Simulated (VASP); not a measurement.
**InAgSe2: equation of state with PBE**

The system is InAgSe2.

```xyz
8
Lattice="-3.0450 3.0450 5.8350 3.0450 -3.0450 5.8350 3.0450 3.0450 -5.8350" Properties=species:S:1:pos:R:3 pbc="T T T"
In    3.0450    0.0000    2.9175
In    0.0000    0.0000    5.8350
Ag    0.0000    3.0450    2.9175
Ag    0.0000    0.0000    0.0000
Se    1.5225   -1.5225    4.3762
Se    1.5225    1.5225    7.2937
Se   -1.5225    1.5225    4.3762
Se    1.5225    1.5225    1.4587
```

```json
{"Program": "VASP 6.6.1", "Task": "equation of state", "Functional": "PBE", "Potentials or basis": "VASP PAW PBE potentials, release 64 (In_d, Ag, Se)", "Cutoff": "520 eV", "k mesh": "6 × 6 × 6", "Occupations": "fermi-dirac, width 0.05 eV", "Spin": "no spin polarisation", "Further INCAR settings": "ALGO = Normal; EDIFF = 1e-07; NBANDS = 46"}
```

* Equilibrium volume: 28.89 Å³/atom (rough: see the caveat)
* Bulk modulus at fixed shape and positions: 47 GPa (rough)

Energy against volume, from the lowest point:
```tsv
volume (Å³/atom)	energy (meV/atom)
25.428	77.25
25.969	52.71
26.510	33.53
27.051	19.14
27.592	9.04
28.133	2.80
28.674	0.00
```

All runs of the series together: 38 min on 1 thread of AMD EPYC 9R14 (Zen 4) (shared host).

Caveat: the minimum lies outside the volumes run; the cell was scaled at fixed shape and fractional positions, which overstates the stiffness of a crystal with free parameters, most of all of layers and chains.
